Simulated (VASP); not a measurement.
Records of electronic-structure calculations.

```
A slab model of CdF2 (111), 2 units
1.0
     3.81131    0.00000    0.00000
    -1.90565    3.30069    0.00000
     0.00000    0.00000   22.66788
F Cd
4 2
Direct
  0.66667 0.33333 0.39081
  0.00000 0.00000 0.46454
  0.33333 0.66667 0.53546
  0.66667 0.33333 0.60919
  0.33333 0.66667 0.42805
  0.00000 0.00000 0.57195
# method: PBE; plane waves and PAW (F, Cd) (and 1 further level or step)
# program: VASP 6.6.1
# settings of one run: PAW datasets (F, Cd), PAW release PBE 64, 12×12×1 k-mesh, ENCUT 400 eV, ISMEAR 0, SIGMA 0.05 eV
# notes: Values taken over the cell’s volume include its vacuum. Semilocal band edges put the ionisation potential too low and the gap too small. The cell in the plane was kept as given and was not relaxed here.
# ionisation potential of the slab: 8.40 eV
# polarisability per area of the slab or monolayer: 0.336 Å
```

[Lines on the potential files, build, host, timing and source positions are cut from VASP's logs without a mark.]

[Logs are printed without paths, hosts, clocks, repeated set-up lines and the standing remarks that a program may print on its own settings, such as how far it seeks lower states.]

[Hosts, paths, dates, database ids (printed as entryN), source tags and the programs' standing remarks are cut or masked in the printed files.]

[In band tables of VASP the shares of atoms and orbitals are scaled to a sum of 1 inside the atoms' spheres.]

[Runs that stopped without an error message from VASP are left out.]
